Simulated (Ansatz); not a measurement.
AgCl, DFT, LDA, all-electron PAW with datasets made for the crystal, scalar-relativistic (Ansatz 0.2.0), run on 1 thread of Arm Neoverse V1 on a shared host.

The geometry is COD entry 9011666, unchecked; take it as a test cell.

Command: `ansatz run input.yaml --threads 1 --pin off --max-ram 3072MiB --backend cpu --events-out ev --progress --plain --runs-dir out`

```yaml
crystal:
  lattice:
    - [0.0, 2.77315, 2.77315]
    - [2.77315, 0.0, 2.77315]
    - [2.77315, 2.77315, 0.0]
  atoms:
    - { symbol: Ag, position: [0.5, 0.5, 0.5] }
    - { symbol: Cl, position: [0.0, 0.0, 0.0] }
kpoints:
  mp_grid: { grid: [8, 8, 8] }
  band_path:
    path:
      - [0.0, 0.0, 0.0]
      - [0.5, 0.0, 0.5]
      - [0.625, 0.25, 0.625]
      - [0.375, 0.375, 0.75]
      - [0.0, 0.0, 0.0]
      - [0.5, 0.5, 0.5]
      - [0.5, 0.25, 0.75]
      - [0.5, 0.0, 0.5]
    npoints: 8
scf:
  occupations: { method: fermi_dirac, width: 0.02 }
hamiltonian:
  xc: lda
  pseudopotentials: { kind: all_electron, datasets: crystal }
output:
  forces: true
  stress: true
  eigenvalues: true
  efg: { contact_densities: true }
```

(1) How large is the problem that the program sets up?

(2) About how long does it take, and how much memory does it use?

(3) And the same cell and mesh by full-potential LAPW, asked for forces, stress, eigenvalues, populations, dos and the same band path, on the same hardware?

(4) And the same cell and mesh by PAW (frozen-core files), asked for forces, stress, eigenvalues, efg, populations, bader, dos, write_density, write_potential, elf and the same band path, on the same hardware?

## Answers

(1) 29 irreducible k-points, 411 plane waves at Γ, 13 bands.

(2) 9.8 s of wall time for 8 SCF iterations, with a peak of 0.42 GiB. Times on shared machines scatter by tens of per cent.

(3) 12 s, peak memory 0.29 GiB.

(4) 11 s, peak memory 0.35 GiB.
